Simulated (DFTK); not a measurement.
InP:

```xyz
2
Lattice="0.0000 2.9305 2.9305 2.9305 0.0000 2.9305 2.9305 2.9305 0.0000" Properties=species:S:1:pos:R:3 pbc="T T T"
In    0.0000    0.0000    0.0000
P     4.3957    4.3957    4.3957
```

Base run:

* Program: DFTK 0.8.2
* Functional: PBEsol
* Potentials or basis: SG15 1.2 (PBE)
* Cutoff: 1225 eV
* k mesh: 7 × 7 × 7
* Occupations: fermi-dirac, width 0.05 eV
* Spin: no spin polarisation

Its results: band gap on the k mesh 0.63 eV, direct; pressure 1.1 GPa.

The run is repeated on the same cell with these changes: functional from PBEsol to r2SCAN. What comes out?

Band gap on the k mesh 0.76 eV, direct; pressure 0.2 GPa.

r2SCAN gives the wider gap, since meta-GGAs in the generalised Kohn-Sham scheme recover part of the derivative discontinuity.

Caveats: the potentials were made for another functional, which shifts forces and pressure; spin-orbit coupling is left out, which moves the levels of the heavy elements.

Not every run made on this cell is shown here.
